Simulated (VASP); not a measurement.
A run of VASP 6.6.1:

Contents of INCAR:

```
SYSTEM = In
ALGO = Normal
EDIFF = 1E-6
EDIFFG = -0.01
ENCUT = 600
GGA = PS
IBRION = 2
ISIF = 3
ISMEAR = 1
LASPH = .TRUE.
LCHARG = .FALSE.
LREAL = .FALSE.
LWAVE = .FALSE.
NELM = 80
NSW = 90
PREC = Accurate
SIGMA = 0.1
```

Contents of KPOINTS:

```
k-points
0
G
  16 16 16
  0 0 0
```

The input POSCAR:

```
In
1.0
   -1.6254700000      1.6254700000      2.4737000000
    1.6254700000     -1.6254700000      2.4737000000
    1.6254700000      1.6254700000     -2.4737000000
In
1
Direct
    0.0000000000      0.0000000000      0.0000000000
```

Potentials or basis: VASP PAW PBE potentials, release 64 (In_d).

The run is started by

```sh
$ cat potpaw_PBE.64/In_d/POTCAR > POTCAR
$ mpirun -np 1 vasp_std > vasp.out
```

Hardware: 1 thread of Intel(R) Xeon(R) 6975P-C (Granite Rapids), on a shared host.

**Question.** How long does it take, and how much memory?

**Answer.** Run time: 80 s on 1 thread of Intel(R) Xeon(R) 6975P-C (Granite Rapids), on a shared host, peak memory 0.25 GiB. Counts: scf iterations 25, k points 349, ion steps 4.
